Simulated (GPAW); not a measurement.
# MgS (F-43m) in GPAW: ts with PBE+TS

Aim: the ts of MgS with PBE+TS.

All numbers are computed with GPAW 26.7.0; they aren't measurements. Logs are shortened: lines on timing, memory, paths and dates and some standing lists are left out, and cuts for length are marked. The log counts tension as positive stress, the text compression.

## 1. The structure

Symmetry: F-43m, No. 216, cubic system. The conventional cell has a = 5.666 Å, b = 5.666 Å, c = 5.666 Å, α = 90.00°, β = 90.00°, γ = 90.00°. S (site symmetry -43m) is surrounded by 4 Mg at 2.45 Å. Mg (site symmetry -43m) has 4 S at 2.45 Å as nearest neighbours.

The cell comes from a database or a generator and needn't be the stable form of this composition.

## 2. Ts, PBE+TS

run.py reads:

```python
from ase.calculators.vdwcorrection import vdWTkatchenko09prl
from ase.dft.bandgap import bandgap
from ase.io import read, write
from gpaw import GPAW
from gpaw.analyse.hirshfeld import HirshfeldPartitioning
from gpaw.analyse.vdwradii import vdWradii
from gpaw.mpi import world

atoms = read('MgS.cif')

calc = GPAW(mode='fd',
            h=0.16,
            xc='PBE',
            kpts={'size': (8, 8, 8), 'gamma': True},
            occupations={'name': 'fermi-dirac', 'width': 0.05},
            nbands=16,
            convergence={'density': 1e-05, 'energy': 1e-05},
            maxiter=150,
            legacy_gpaw=True,
            txt='gpaw.txt')
atoms.calc = calc
energy = atoms.get_potential_energy()
forces = atoms.get_forces()
calc.write('gs.gpw')
write('result.traj', atoms)
print(f'Energy: {energy:.6f} eV')
print('Forces (eV/A):')
print(forces.round(4))
print('Fermi level:', round(calc.get_fermi_level(), 4), 'eV')
print(f'Gap: {bandgap(calc)[0]:.4f} eV, direct: {bandgap(calc, direct=True)[0]:.4f} eV')

hirshfeld = HirshfeldPartitioning(calc)
print('Hirshfeld volume ratios:', *hirshfeld.get_effective_volume_ratios().round(4))
atoms.calc = vdWTkatchenko09prl(hirshfeld, vdWradii(atoms.get_chemical_symbols(), 'PBE', world=world), Rmax=15.0, txt='-')
total = atoms.get_potential_energy()
print(f'Energy with TS dispersion: {total:.6f} eV, dispersion {total - energy:.6f} eV')
print('Forces with TS dispersion:', *atoms.get_forces().round(5).ravel())
```

MgS.cif reads:

```cif
data_MgS
_cell_length_a 4.00663679
_cell_length_b 4.00663679
_cell_length_c 4.00663679
_cell_angle_alpha 60.00000000
_cell_angle_beta 60.00000000
_cell_angle_gamma 60.00000000
_space_group_name_H-M_alt 'P1'
_space_group_name_Hall 'P 1'
_space_group_IT_number 1
loop_
_space_group_symop_operation_xyz
'x,y,z'
loop_
_atom_site_label
_atom_site_type_symbol
_atom_site_symmetry_multiplicity
_atom_site_Wyckoff_symbol
_atom_site_fract_x
_atom_site_fract_y
_atom_site_fract_z
_atom_site_occupancy
S1 S 1 a 0.2500000000 0.2500000000 0.2500000000 1
Mg1 Mg 1 a 0.0000000000 0.0000000000 0.0000000000 1
```

Potentials or basis: GPAW PAW data sets (gpaw-data 1.2.1), fd.

Run with:

```console
$ OMP_NUM_THREADS=1 python run.py
```

gpaw.txt:

```text
___ ___ ___ _ _ _
 |   |   |_  | | | |
 | | | | | . | | | |
 |__ |  _|___|_____|  26.7.0
 |___|_|

Input parameters:
  convergence: {density: 1e-05,
                energy: 1e-05}
  h: 0.16
  kpts: {gamma: True,
         size: (8, 8, 8)}
  maxiter: 150
  mode: fd
  nbands: 16
  occupations: {name: fermi-dirac,
                width: 0.05}
  xc: PBE

System changes: positions, numbers, cell, pbc, initial_charges, initial_magmoms

Initialize ...

species:
  S:
    name:    Sulfur
    Z:       16.0
    valence: 6
    core:    10
    charge:  0.0  # [|e|]
    compensation charges:
      type: gauss
      rc: 0.24  # [Å]
      lmax: 2
    cutoffs:
      filter: 1.77  # [Å]
      core: 1.66  # [Å]
    projectors
    | kind |    occ | energy [eV] | rcut [Å] |
    |------|--------|-------------|----------|
    |   3s |  2.000 |     -17.254 |    0.974 |
    |   3p |  4.000 |      -7.008 |    0.979 |
    |    s |        |       9.957 |    0.974 |
    |    p |        |      20.203 |    0.979 |
    |    d |        |       0.000 |    0.900 |

    Using partial waves for S as LCAO basis

  Mg:
    name:    Magnesium
    Z:       12.0
    valence: 10
    core:    2
    charge:  0.0  # [|e|]
    compensation charges:
      type: gauss
      rc: 0.33  # [Å]
      lmax: 2
    cutoffs:
      filter: 1.86  # [Å]
      core: 0.54  # [Å]
    projectors
    | kind |    occ | energy [eV] | rcut [Å] |
    |------|--------|-------------|----------|
    |   2s |  2.000 |     -79.840 |    1.090 |
    |   3s |  2.000 |      -4.705 |    1.090 |
    |   2p |  6.000 |     -46.613 |    1.085 |
    |   3p |  0.000 |      -1.330 |    1.085 |
    |    d |        |       0.000 |    1.037 |

    Using partial waves for Mg as LCAO basis

Reference energy: -16307.264786  # eV

Spin-paired calculation

Convergence criteria:
 Maximum [total energy] change in last 3 cyles: 1e-05 eV / valence electron
 Maximum integral of absolute [dens]ity change: 1e-05 electrons / valence electron
 Maximum integral of absolute [eigenst]ate change: 4e-08 eV^2 / valence electron
 Maximum number of scf [iter]ations: 150
 (Square brackets indicate name in SCF output, whereas a 'c' in
 the SCF output indicates the quantity has converged.)

Symmetries present (total): 24

  ( 1  0  0)  ( 1  0  0)  ( 1  0 -1)  ( 1  0 -1)  ( 1 -1  0)  ( 1 -1  0)
  ( 0  1  0)  ( 0  0  1)  ( 0  1 -1)  ( 0  0 -1)  ( 0 -1  1)  ( 0 -1  0)
  ( 0  0  1)  ( 0  1  0)  ( 0  0 -1)  ( 0  1 -1)  ( 0 -1  0)  ( 0 -1  1)

  ( 0  1  0)  ( 0  1  0)  ( 0  1 -1)  ( 0  1 -1)  ( 0  0  1)  ( 0  0  1)
  ( 1  0  0)  ( 0  0  1)  ( 1  0 -1)  ( 0  0 -1)  ( 1  0  0)  ( 0  1  0)
  ( 0  0  1)  ( 1  0  0)  ( 0  0 -1)  ( 1  0 -1)  ( 0  1  0)  ( 1  0  0)

  ( 0  0 -1)  ( 0  0 -1)  ( 0 -1  1)  ( 0 -1  1)  ( 0 -1  0)  ( 0 -1  0)
  ( 1  0 -1)  ( 0  1 -1)  ( 1 -1  0)  ( 0 -1  0)  ( 1 -1  0)  ( 0 -1  1)
  ( 0  1 -1)  ( 1  0 -1)  ( 0 -1  0)  ( 1 -1  0)  ( 0 -1  1)  ( 1 -1  0)

  (-1  1  0)  (-1  1  0)  (-1  0  1)  (-1  0  1)  (-1  0  0)  (-1  0  0)
  (-1  0  1)  (-1  0  0)  (-1  1  0)  (-1  0  0)  (-1  1  0)  (-1  0  1)
  (-1  0  0)  (-1  0  1)  (-1  0  0)  (-1  1  0)  (-1  0  1)  (-1  1  0)

512 k-points: 8 x 8 x 8 Monkhorst-Pack grid + [1/16,1/16,1/16]
29 k-points in the irreducible part of the Brillouin zone
       k-points in crystal coordinates                weights
   0:     0.00000000    0.00000000    0.00000000          1/512
   1:     0.12500000    0.12500000    0.00000000          6/512
   2:     0.12500000    0.12500000    0.12500000          8/512
   3:     0.25000000    0.12500000    0.12500000         12/512
   4:     0.25000000    0.25000000    0.00000000          6/512
   5:     0.25000000    0.25000000    0.12500000         24/512
   6:     0.25000000    0.25000000    0.25000000          8/512
   7:     0.37500000    0.25000000   -0.37500000         24/512
   8:     0.37500000    0.25000000    0.12500000         24/512
   9:     0.37500000    0.25000000    0.25000000         24/512
          ...
  28:     0.50000000    0.50000000    0.50000000          4/512

Wave functions: Uniform real-space grid
  Kinetic energy operator: 12*3+1=37 point O(h^6) finite-difference Laplacian
  ScaLapack parameters: grid=1x1, blocksize=None
  Wavefunction extrapolation:
    Improved wavefunction reuse through dual PAW basis

Occupation numbers: Fermi-Dirac:
  width: 0.0500  # eV

Eigensolver
   Davidson(niter=2)

Densities:
  Coarse grid: 20*20*20 grid
  Fine grid: 40*40*40 grid
  Total Charge: 0.000000

Density mixing:
  Method: separate
  Backend: msr1
  Linear mixing parameter: 0.05
  old densities: 10
  Width of damping distribution: 1.1
  Damping of long wavelength oscillations: 20

Hamiltonian:
  XC and Coulomb potentials evaluated on a 40*40*40 grid
  Using the PBE Exchange-Correlation functional
  Interpolation: tri-quintic (5. degree polynomial)
  Poisson solver: FastPoissonSolver using
    Stencil: 12*3+1=37 point O(h^6) finite-difference Laplacian
    FFT axes: [np.int64(0), np.int64(1), np.int64(2)]
    FST axes: []

XC parameters: PBE with 2 nearest neighbor stencil

Number of atoms: 2
Number of atomic orbitals: 12
Number of bands in calculation: 16
Number of valence electrons: 16
Bands to converge: occupied

... initialized

Initializing position-dependent things.

Density initialized from atomic densities
Creating initial wave functions:
  12 bands from LCAO basis set
  4 bands from random numbers

             S
       Mg

Atomic positions and initial magnetic moments

Positions:
   0 S      2.003318    1.156616    0.817851    ( 0.0000,  0.0000,  0.0000)
   1 Mg     0.000000    0.000000    0.000000    ( 0.0000,  0.0000,  0.0000)

Unit cell:
           periodic     x           y           z      points  spacing
  1. axis:    yes    4.006637    0.000000    0.000000    20     0.1636
  2. axis:    yes    2.003318    3.469849    0.000000    20     0.1636
  3. axis:    yes    2.003318    1.156616    3.271405    20     0.1636

  Lengths:   4.006637   4.006637   4.006637
  Angles:   60.000000  60.000000  60.000000

Effective grid spacing dv^(1/3) = 0.1785

iter:   1    -8.895748
iter:   2    -8.838917   -0.31  -1.07
iter:   3    -8.528676   -0.73  -1.11
iter:   4    -8.539386   -1.39  -1.64
iter:   5    -8.543390   -2.33  -1.92
iter:   6    -8.543369   -3.25  -2.95
iter:   7    -8.543429c  -3.86  -3.18
iter:   8    -8.543433c  -4.70  -3.35
iter:   9    -8.543434c  -5.34  -4.39
iter:  10    -8.543434c  -6.06  -4.63
iter:  11    -8.543434c  -6.60  -4.47
iter:  12    -8.543434c  -7.27  -5.06c
iter:  13    -8.543434c  -7.93c -5.71c

Converged after 13 iterations.

Dipole moment: (-4.232180, -2.443450, -1.727780) |e|*Ang

Energy contributions relative to reference atoms: (reference = -16307.264786)

Kinetic:         +7.609298
Potential:       -6.932073
External:        +0.000000
XC:              -9.367327
Entropy (-ST):   -0.000000
Local:           +0.146668
SIC:             +0.000000
--------------------------
Free energy:     -8.543434
Extrapolated:    -8.543434

Showing only first 2 kpts
 Kpt  Band  Eigenvalues  Occupancy
  0     6      1.75533    2.00000
  0     7      1.75616    2.00000
  0     8      5.20972    0.00000
  0     9      9.68167    0.00000

  1     6      1.57622    2.00000
  1     7      1.57674    2.00000
  1     8      6.09001    0.00000
  1     9      9.14510    0.00000

Fermi level: 2.74775

Gap: 3.454 eV
Transition (v -> c):
  (s=0, k=0, n=7, [0.00, 0.00, 0.00]) -> (s=0, k=0, n=8, [0.00, 0.00, 0.00])
No difference between direct/indirect transitions

Forces in eV/Ang:
  0 S    -0.00000    0.00000    0.00000
  1 Mg    0.00000    0.00000    0.00000

Writing to gs.gpw (mode='')
```

stdout:

```text
Energy: -8.543434 eV
Forces (eV/A):
[[-0.  0.  0.]
 [ 0.  0.  0.]]
Fermi level: 2.7478 eV
Gap: 3.4536 eV, direct: 3.4536 eV
Hirshfeld volume ratios: 0.9225 0.8791

vdWTkatchenko09prl
vdW correction: -0.5991046481638772
Energy:         -9.142538913740863

Forces in eV/Ang:
  0 S    -0.00000    0.00000    0.00000
  1 Mg    0.00000    0.00000    0.00000
Energy with TS dispersion: -9.142539 eV, dispersion -0.599105 eV
Forces with TS dispersion: -0.0 0.0 0.0 0.0 0.0 0.0
```

It took 28 s on 1 thread of Arm Neoverse V1, shared host; peak memory 0.23 GiB.

What came out:

- Free energy: -9.1425 eV
- Band gap on the k mesh: 3.45 eV, direct
- Dispersion energy per atom: -0.300 eV

Levels at points of the mesh, in eV from the valence-band top:
| k point | band 6 | band 7 | band 8 | band 9 | band 10 | band 11 |
| --- | --- | --- | --- | --- | --- | --- |
| (0.00, 0.00, 0.00) | 0.00 | 0.00 | 0.00 | 3.45 | 7.93 | 7.93 |
| (0.50, 0.50, 0.00) | -2.80 | -1.03 | -1.03 | 3.89 | 5.65 | 11.15 |
| (0.50, 0.50, 0.50) | -3.11 | -0.33 | -0.33 | 5.11 | 7.62 | 7.62 |

Caveat: the real-space grid adds noise to forces. A k mesh can miss the band edges.
